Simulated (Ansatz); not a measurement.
# RbBr (Fm-3m): spin-orbit coupling beyond the local functionals

Wanted: gaps of RbBr (Fm-3m) with and without spin-orbit coupling, with cost.

Calculated with Ansatz 0.2.0; density functionals with and without spin-orbit coupling, plane waves, PAW.

The database entry behind the starting cell differs from later determinations by our own check (about 0.5 % short), so it need not match the best structure at ambient conditions.

### 1. The starting structure

Symmetry: Fm-3m, No. 225, cubic system. Conventional cell: a = 6.854 Å, b = 6.854 Å, c = 6.854 Å, α = 90.00°, β = 90.00°, γ = 90.00°. Rb has 6 Br at 3.43 Å nearest. Nearest to Br lie 6 Rb at 3.43 Å. Farther neighbours and most contacts between anions are not listed.

The cell and positions come from the Crystallography Open Database and are kept as given unless a step says otherwise.

### 2. HSE06, 4×4×4 mesh

This step: DFT, HSE06, plane waves, PAW; PAW set soft_1.

Contents of input.yaml:

```yaml
crystal:
  lattice:
    - [0.0, 3.427, 3.427]
    - [3.427, 0.0, 3.427]
    - [3.427, 3.427, 0.0]
  atoms:
    - { symbol: Rb, position: [0.0, 0.0, 0.0] }
    - { symbol: Br, position: [0.5, 0.5, 0.5] }
kpoints:
  mp_grid: { grid: [4, 4, 4] }
  band_path:
    path:
      - [0.0, 0.0, 0.0]
      - [0.5, 0.0, 0.5]
      - [0.625, 0.25, 0.625]
      - [0.375, 0.375, 0.75]
      - [0.5, 0.5, 0.5]
      - [0.5, 0.25, 0.75]
    npoints: 1
hamiltonian:
  xc: hse06
  pseudopotentials: { kind: paw, azcp: { folder: soft_1 } }
scf:
  occupations: { method: fixed }
  n_extra_bands: 4
output:
  eigenvalues: true
```

On the command line:

```
ansatz run input.yaml --threads 24 --pin off --max-ram 82944MiB --backend cuda --events-out ev --progress --plain --runs-dir out --devices 1 --max-vram 78GiB
```

Numbers of over 12 decimals in the logs are rounded to 6 here.

The log of the run:

```text
scf.n_extra_bands = 4 over 8 filled bands (N_el = 16.0): the run solves 12 bands
GPUs: using 1 of 1 available (devices: 1).
Engine: ansatz 0.2.0, aarch64-unknown-linux-gnu
Pseudopotentials: kind: paw
Pseudopotential: Rb, paw, valence charge 9, recommended cutoff 420 eV (normal), soft_1/Rb.paw.azcp
Pseudopotential: Br, paw, valence charge 7, recommended cutoff 420 eV (normal), soft_1/Br.paw.azcp
Functional definition: HSE06
  parameter a = 0.25
  parameter omega = 0.11/bohr
  exchange = pbe_x - a*pbe_x_sr(omega) + a*exact_x_sr(omega)
  correlation = pbe_c
davidson cushion auto → on  (no smearing: the cushion is to keep the highest requested band from converging to the state above it; pin scf.eigensolver.cushion to override)
device memory: the entry about to start is reckoned to put 2.3 GiB on a device that reports 180.2 GiB free (of which the cap on the GPU budget leaves the run 78.0 GiB)
GPU FFT provider: cuFFT
GPU libraries: cuBLAS 13.8.1, cuFFT 12.4.0, cuSOLVER 12.3.2
GPU matrix products: emulated (plane waves: as basis.precision tells), large ones in fixed point in workspaces of 1.00 GiB
Crystal: 2 atoms, lattice volume = 80.496 Å³
Basis set: ecut = 420 eV, 1591 PW (Γ)
Bands: 12, of which v1, the nominal top of the filled ones, is band 8 counted from 1 (7 counted from 0)
Symmetry: 48 space group operations
Space group: Fm-3m (ITA 225), of the structure as read, at distance tolerance 4.3e-5 Å
k-points: 8 of 64
Non-local potential: Rb, projectors of the file, l = 0: 3, l = 1: 2, l = 2: 2
Non-local potential: Br, projectors of the file, l = 0: 2, l = 1: 2, l = 2: 2
PAW form: soft (Blöchl's): semilocal exchange-correlation on the pseudo side does not see the compensation charge
PAW frozen core: Rb, regenerated for the run's functional, and the local potential with it (the file was generated under x = pbe(κ = 0.804, μ = 0.219515), c = pbe(β = 0.066725))
PAW frozen core: Br, regenerated for the run's functional, and the local potential with it (the file was generated under x = pbe(κ = 0.804, μ = 0.219515), c = pbe(β = 0.066725))
PAW one-centre angular grid: Rb, 110 points (default); XC on 64 Gauss nodes
PAW one-centre angular grid: Br, 110 points (default); XC on 64 Gauss nodes
Initial density: superposition of atomic densities (chi_scale 0.1, normalization cell, long waves kept (reshape's long-wave potential 0.00 eV rms))
Initial wavefunctions: pseudopotential atomic-orbital guess
GPU buffer pool allocated for 46656 grid points (all kernels)
GPU transforms: local potential and band sums: pruned to the plane-wave sphere, on 36×36×36
[...]
GPU libraries: cuBLAS 13.8.1, cuFFT 12.4.0, cuSOLVER 12.3.2
GPU matrix products: emulated (plane waves: as basis.precision tells), large ones in fixed point in workspaces of 1.00 GiB
GPU buffer pool allocated for 46656 grid points (all kernels)
GPU transforms: local potential and band sums: pruned to the plane-wave sphere, on 36×36×36
Exchange kernel: α = 0.2500, screened, ω = 0.2079 Å⁻¹, Wigner–Seitz truncation, v(0) = 1042.9515 eV·Å³, q-mesh 4×4×4, nearest image of the exchange supercell L = 19.39 Å, pair-density grid 18×18×18, without the augmentation charges, whose exchange is taken in its separable form by FFT convolution over the k-point mesh (sized by the pseudopotential files, 27×27×27 at the most), smooth part of the exact exchange by density-matrix convolution in up to 1.52 GiB of GPU memory as planned if the GPU has room (build and FFT work areas not counted)
Frozen-core exchange: fock
SCF iter   1: F=—  HF=-6058.583015 eV  |F-HF|=—  |Δ(HF+E_count)|=         —  Δρ=1.41e-5  dr2=5.17e-8  ethr=1.33e-7  ⟨swp⟩=3.4  Hψ=264  notcnv=0
preconditioner: auto → none  [insulator: Δε(μ)=5.521 eV  Ē_g=14.990 eV  n_scr=14 (ndim 8)  ℏωp=15.5 eV  f_vac=0.087]
SCF iter   2: F=-6058.583015 eV  HF=-6058.583015 eV  |F-HF|=3.52e-9  |Δ(HF+E_count)|=  3.35e-10  Δρ=5.97e-6  dr2=9.06e-9  ethr=3.19e-10  ⟨swp⟩=4.1  Hψ=325  notcnv=0
SCF 3 converged in 2 iterations: F = -6058.583015 eV  dr2 = 9.06e-9
hybrid outer 2: dexx = +4.858e-8 eV, tail = 2.20e-8 eV, Δε = 1.01e-3 eV (about 6.80e-5 eV left of the loop's levels)
device memory: the entry about to start is reckoned to put 0.4 GiB on a device that reports 171.6 GiB free (of which the cap on the GPU budget leaves the run 78.0 GiB)
NSCF: frozen V_eff on 6 k-points
hybrid SCF converged: 2 outer / 7 inner (+4 warm-up), last move |dexx| = 4.86e-8 eV, tail = 2.20e-8 eV
Stability not checked: this state was not tested for a lower state beside it, because the functional holds exact exchange (a hybrid, or Hartree-Fock), whose exchange loop this test does not read (fock_operator; see scf.lower_state_search)
Free energy (F): -6058.583015 eV
Frozen-core exchange: fock
Harris-Foulkes:  -6058.583015 eV  (|F-HF|=3.52e-9)
Internal energy: -6058.583015 eV  (E = F + TS)
E sigma→0 (E₀):  -6058.583015 eV
Fermi energy:    0.385346 eV
--- Per-component energies (eV) ---
  E_band       = -129.174998
  E_kinetic    = 314.044938
  E_local      = -780.910051  (includes V_loc(G=0)·N_el)
  E_nonlocal   = 237.857855
  E_hartree    = 204.011005
  E_xc         = -257.069275
  E_vxc        = -192.002266  (∫ρ·V_xc dr)
  E_exx        = -33.319588  (= α·E_x^exact, valence–valence)
  E_paw        = -4972.126105  (= ΣΔE_a)
  E_vpaw       = -49.549283  (= ΣTr[D̂ρ^β])
  E_aug_tail   = -0.000018  (compensation charges beyond the density's cutoff)
  E_ewald      = -770.339449
  E_core_change = -0.732327  (= ΣΔE_core)
  E_smearing   = -0.000000  (= −TS)
  E_closure    = 0.000000  (closes the sum)
  Σ components = -6058.583015   (vs F -6058.583015, Δ=0.00e0)
--- Band table (eV; the first three rows and the last of 8) ---
  k-point 0: bands = [... 4 lower, -8.6340, 0.3853, 0.3853, 0.3853, 5.9063, 8.9212, 8.9212, 8.9212]
  k-point 1: bands = [... 4 lower, -8.6024, -0.1829, 0.1946, 0.1946, 7.1913, 8.7435, 9.6770, 9.6770]
  k-point 2: bands = [... 4 lower, -8.5709, -0.6369, 0.0175, 0.0175, 8.3423, 9.3602, 11.2917, 11.2917]
  k-point 7: bands = [... 4 lower, -8.6082, -0.1267, 0.0199, 0.0199, 8.6602, 8.6602, 9.9690, 10.4015]
```

The job ended after 3.2 s (1 × NVIDIA GB200 (shared by 2 runs) with 24 threads of Arm Neoverse V2, shared host; peak memory 1.1 GiB).

This step gave:

```yaml
gap: 5.521 eV
valence_top_at: Γ
conduction_bottom_at: Γ
least_direct_gap: 5.521 eV
exact_exchange_fraction: 0.25
```

The gap is direct, at Γ.

### 3. HSE06+SOC, 4×4×4 mesh

The many-body steps leave out spin-orbit coupling, so its effect is taken from a two-component run, with twice the bands.

This step: DFT, HSE06 with spin-orbit coupling, plane waves, PAW; PAW set soft_1.

input.yaml, as its differences from that of step 2:

```diff
@@ -21,6 +21,9 @@
   xc: hse06
-  pseudopotentials: { kind: paw, azcp: { folder: soft_1 } }
+  pseudopotentials: { kind: paw_fr, azcp: { folder: soft_1 } }
 scf:
   occupations: { method: fixed }
-  n_extra_bands: 4
+  n_extra_bands: 8
+magnetization:
+  noncollinear: true
+  spin_orbit: true
 output:
```

The log of the run:

```text
[...]
GPUs: using 1 of 1 available (devices: 1).
[...]
non-collinear run that drives no moment, with spin-orbit: no starting moment large enough to seed its density (crystal.atoms[].spin), no starting occupations that ask for one, no magnetisation constraint and no magnetic field, so the semilocal B_xc is pinned to zero
[...]
Crystal: 2 atoms, lattice volume = 80.496 Å³
Basis set: ecut = 420 eV, 1591 PW (Γ)
Bands: 24, of which v1, the nominal top of the filled ones, is band 16 counted from 1 (15 counted from 0)
Symmetry: 48 space group operations + 48 with time reversal
[...]
k-points: 8 of 64
Projection manifold: j_resolved (fully-relativistic pseudo-atomic orbitals)
[...]
SCF iter   1: F=—  HF=-6055.470351 eV  |F-HF|=—  |Δ(HF+E_count)|=         —  Δρ=2.88e-2  dr2=1.32e0  dr2_m=0.00e0 (ungated)  ethr=1.00e-1  |M|=0.00e0 ∫|m|=0.00e0 μB  |m|>n=0.0e0 m-floor=0.0e0 τ_xc=0.0e0  β_m=0.30  ⟨swp⟩=6.5  Hψ=723  notcnv=0
[...]
SCF iter   2: F=—  HF=-6055.017762 eV  |F-HF|=—  |Δ(HF+E_count)|=   4.53e-1  Δρ=1.26e-2  dr2=2.48e-1  dr2_m=0.00e0 (ungated)  ethr=8.24e-3  |M|=0.00e0 ∫|m|=0.00e0 μB  |m|>n=0.0e0 m-floor=0.0e0 τ_xc=0.0e0  β_m=0.40  ⟨swp⟩=4.2  Hψ=501  notcnv=0  defer=6
[...]
SCF iter   4: F=-6054.950834 eV  HF=-6054.949523 eV  |F-HF|=1.31e-3  |Δ(HF+E_count)|=   6.13e-3  Δρ=1.27e-3  dr2=1.59e-3  dr2_m=0.00e0 (ungated)  ethr=9.94e-5  |M|=0.00e0 ∫|m|=0.00e0 μB  |m|>n=0.0e0 m-floor=0.0e0 τ_xc=0.0e0  ⟨swp⟩=3.5  Hψ=494  notcnv=0  defer=1
SCF 1 stopped early in 4 iterations: F = -6054.950834 eV  dr2 = 1.59e-3
[...]
Projection manifold: j_resolved (fully-relativistic pseudo-atomic orbitals)
[...]
Frozen-core exchange: fock
SCF iter   1: F=—  HF=-6057.030127 eV  |F-HF|=—  |Δ(HF+E_count)|=         —  Δρ=3.02e-3  dr2=8.79e-3  dr2_m=0.00e0 (ungated)  ethr=9.93e-5  |M|=0.00e0 ∫|m|=0.00e0 μB  |m|>n=0.0e0 m-floor=0.0e0 τ_xc=0.0e0  β_m=0.30  ⟨swp⟩=5.0  Hψ=713  notcnv=0
[...]
SCF iter   2: F=—  HF=-6057.030159 eV  |F-HF|=—  |Δ(HF+E_count)|=   3.27e-5  Δρ=1.70e-3  dr2=1.81e-3  dr2_m=0.00e0 (ungated)  ethr=4.99e-5  |M|=0.00e0 ∫|m|=0.00e0 μB  |m|>n=0.0e0 m-floor=0.0e0 τ_xc=0.0e0  β_m=0.48  ⟨swp⟩=3.0  Hψ=502  notcnv=0
[...]
SCF iter   5: F=-6057.031909 eV  HF=-6057.031910 eV  |F-HF|=6.47e-7  |Δ(HF+E_count)|=   1.51e-5  Δρ=3.33e-5  dr2=1.37e-6  dr2_m=0.00e0 (ungated)  ethr=7.17e-8  |M|=0.00e0 ∫|m|=0.00e0 μB  |m|>n=0.0e0 m-floor=0.0e0 τ_xc=0.0e0  ⟨swp⟩=4.0  Hψ=598  notcnv=0
SCF 2 stopped early in 5 iterations: F = -6057.031909 eV  dr2 = 1.37e-6
hybrid outer 1: dexx = +2.167e-3 eV, tail = 6.44e-6 eV
[...]
Projection manifold: j_resolved (fully-relativistic pseudo-atomic orbitals)
[...]
Frozen-core exchange: fock
SCF iter   1: F=—  HF=-6057.032016 eV  |F-HF|=—  |Δ(HF+E_count)|=         —  Δρ=2.13e-5  dr2=3.07e-7  dr2_m=0.00e0 (ungated)  ethr=2.01e-7  |M|=0.00e0 ∫|m|=0.00e0 μB  |m|>n=0.0e0 m-floor=0.0e0 τ_xc=0.0e0  β_m=0.30  ⟨swp⟩=3.0  Hψ=468  notcnv=0
[...]
SCF iter   2: F=—  HF=-6057.032016 eV  |F-HF|=—  |Δ(HF+E_count)|=   1.66e-8  Δρ=1.32e-5  dr2=1.27e-7  dr2_m=0.00e0 (ungated)  ethr=1.62e-9  |M|=0.00e0 ∫|m|=0.00e0 μB  |m|>n=0.0e0 m-floor=0.0e0 τ_xc=0.0e0  β_m=0.54  ⟨swp⟩=4.4  Hψ=562  notcnv=0
SCF iter   3: F=-6057.032016 eV  HF=-6057.032016 eV  |F-HF|=4.49e-9  |Δ(HF+E_count)|=   1.54e-8  Δρ=4.28e-6  dr2=1.34e-8  dr2_m=0.00e0 (ungated)  ethr=4.93e-10  |M|=0.00e0 ∫|m|=0.00e0 μB  |m|>n=0.0e0 m-floor=0.0e0 τ_xc=0.0e0  ⟨swp⟩=3.9  Hψ=580  notcnv=0
SCF 3 converged in 3 iterations: F = -6057.032016 eV  dr2 = 1.34e-8
[...]
NSCF: frozen V_eff on 6 k-points
[...]
Magnetization: |M| = 0.0000 μB,  M = (+0.0000, +0.0000, +0.0000) μB
Absolute magnetization: 0.0000 μB (∫|m|)
  site 0: m = (+0.0000, +0.0000, +0.0000) μB, |m| = 0.0000 μB  (R = 1.41 Å)
  site 1: m = (+0.0000, +0.0000, +0.0000) μB, |m| = 0.0000 μB  (R = 1.41 Å)
Free energy (F): -6057.032016 eV
Frozen-core exchange: fock
[...]
Internal energy: -6057.032016 eV  (E = F + TS)
E sigma→0 (E₀):  -6057.032016 eV
Fermi energy:    0.557678 eV
[...]
--- Band table (eV; the first three rows and the last of 8) ---
  k-point 0: bands = [... 12 lower, 0.5577, 0.5577, 0.5577, 0.5577, 5.9053, 5.9053, 8.9184, 8.9184, ... 4 higher]
  k-point 1: bands = [... 12 lower, 0.1632, 0.1632, 0.3569, 0.3569, 7.1905, 7.1905, 8.7423, 8.7423, ... 4 higher]
  k-point 2: bands = [... 12 lower, -0.0737, -0.0737, 0.1712, 0.1712, 8.3397, 8.3397, 9.3574, 9.3574, ... 4 higher]
  k-point 7: bands = [... 12 lower, 0.0911, 0.0911, 0.1472, 0.1472, 8.6423, 8.6423, 8.6755, 8.6755, ... 4 higher]
```

Wall time 5.7 s (1 × NVIDIA GB200 (shared by 2 runs) with 24 threads); peak memory 1.4 GiB.

This step gave:

```
gap                     : 5.348 eV
valence top at          : Γ
conduction bottom at    : Γ
least direct gap        : 5.348 eV
exact-exchange fraction : 0.25
```

The gap stands −0.17 eV against HSE06.

### 4. Together

Times are wall times on 1 × NVIDIA GB200 (shared by 2 runs) with 24 threads of Arm Neoverse V2, shared host, good to a factor of about two.

| level | gap (eV) | with coupling (eV) | change (eV) | time | with coupling |
| --- | --- | --- | --- | --- | --- |
| HSE06 | 5.52 | 5.35 | −0.17 | 3.2 s | 5.7 s |

### 5. Outcome

| Property | Result |
| --- | --- |
| HSE06 | 5.52 eV |
| HSE06+SOC | 5.35 eV |

Spin-orbit coupling changes the gap by −0.17 eV and the least direct gap by −0.17 eV.

[Paths, hosts, dates, memory and timing lines, banners, echoed tables and standing remarks are left out of the program output.]

[Logs are printed without paths, hosts, clocks, repeated set-up lines and the standing remarks that a program may print on its own settings, such as how far it seeks lower states.]

[Runs of the session that timed out or met a known fault of the program may be left out.]

[Cells called generated may have been cut or substituted from an entry of the Crystallography Open Database or the Materials Project.]

[Hosts, paths, dates, database ids (printed as entryN), source tags and the programs' standing remarks are cut or masked in the printed files.]
